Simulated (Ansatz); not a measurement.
## Cs2HgS2 in Ansatz, relaxation

Input:

```yaml
crystal:
  lattice:
    - [7.985276, 0.0, 0.0]
    - [0.0, 10.078254, 0.0]
    - [0.0, 0.0, 4.596297]
  atoms:
    - { symbol: Hg, position: [0.5, 0.5, 0.0] }
    - { symbol: Hg, position: [0.0, 0.0, 0.0] }
    - { symbol: Cs, position: [0.39222, 0.83311, 0.5] }
    - { symbol: Cs, position: [0.60778, 0.16689, 0.5] }
    - { symbol: Cs, position: [0.89222, 0.66689, 0.5] }
    - { symbol: Cs, position: [0.10778, 0.33311, 0.5] }
    - { symbol: S, position: [0.23025, 0.59445, 0.0] }
    - { symbol: S, position: [0.76975, 0.40555, 0.0] }
    - { symbol: S, position: [0.73025, 0.90555, 0.0] }
    - { symbol: S, position: [0.26975, 0.09445, 0.0] }
  symmetry: { tolerance: 0.0003 }
kpoints:
  mp_grid: { grid: [4, 4, 6], shift: [0, 0, 0] }
magnetization:
  spin_polarized: false
scf:
  occupations: { method: fermi_dirac, width: 0.1187 }
  lower_state_search: "off"
hamiltonian:
  pseudopotentials: { kind: paw }
  xc: pbe
basis:
  ecutwfc: 420
  fft_grid_basis: typed
relax:
  max_steps: 80
  cell: { p_target: 0.0 }
output:
  forces: true
  stress: true
  eigenvalues: true
  bader: true
  populations: true
  elf: true
  write_potential: true
  volumetric_format: npy
  dos:
    e_range: [-12, 8]
    de: 0.05
    projected: { site_lists: { Cs: [Cs], Hg: [Hg], S: [S] } }
  write_density: true
checkpoint:
  read: saved_state
```

Run with:

```bash
ansatz run input.yaml --threads 2 --pin off --max-ram 2560MiB --backend cpu --events-out ev --progress --plain --runs-dir out
```

Origin of the cell: a known structure type with other elements, at an estimated volume, so it need not be a known compound.

The saved state is a converged single point of the same cell.

Steps («new basis» is an SCF on plane waves selected anew at the same cell):

```csv
step,ΔF (meV/atom),max force component (eV/Å),P (GPa),volume (Å³),SCF iterations,step was
1,0.0,0.344,0.54,369.90,5,accepted
2,-7.6,0.020,0.45,381.58,6,accepted
3,-9.5,0.010,0.07,393.05,6,accepted
4,-9.6,0.005,0.00,394.88,6,accepted
5,-9.6,0.002,-0.01,395.30,7,accepted
6,-9.7,0.002,-0.01,395.30,6,new basis
```

The starting structure.

Space group Pbam (No. 55); the run's cell has a = 7.985 Å, b = 10.078 Å, c = 4.596 Å, α = 90.00°, β = 90.00°, γ = 90.00°. Shortest distances: Hg–S 2.35 Å, Cs–S 3.57 Å.

After:

Space group Pbam (No. 55); the run's cell has a = 8.157 Å, b = 10.380 Å, c = 4.669 Å, α = 90.00°, β = 90.00°, γ = 90.00°. Shortest distances: Hg–S 2.33 Å.

```
CELL_PARAMETERS angstrom
8.15744 0.00000 0.00000
0.00000 10.37964 0.00000
0.00000 0.00000 4.66870
ATOMIC_POSITIONS crystal
Hg 0.50000 0.50000 0.00000
Hg 0.00000 0.00000 0.00000
Cs 0.39210 0.83337 0.50000
Cs 0.60790 0.16663 0.50000
Cs 0.89210 0.66663 0.50000
Cs 0.10790 0.33337 0.50000
S 0.23948 0.59211 0.00000
S 0.76052 0.40789 0.00000
S 0.73948 0.90789 0.00000
S 0.26052 0.09211 0.00000
```

| Item | Value |
| --- | --- |
| Free energy lowered by | 9.7 meV/atom |
| Volume change | 6.87 % |
| Final pressure | -0.01 GPa |
| Relaxation steps listed | 6 |
| Formation energy (elements under the same functional, gases as molecules, uncorrected) | -0.883 eV/atom |
| Gap on the mesh | 2.18 eV |

Caveats: no spin-orbit coupling, though heavy elements are present; the relaxation held the start's symmetry, so the end may be a saddle point.

It ran for 7.5 min on 2 threads of Arm Neoverse N1 (shared host), peak memory 1.1 GiB, from a saved density.
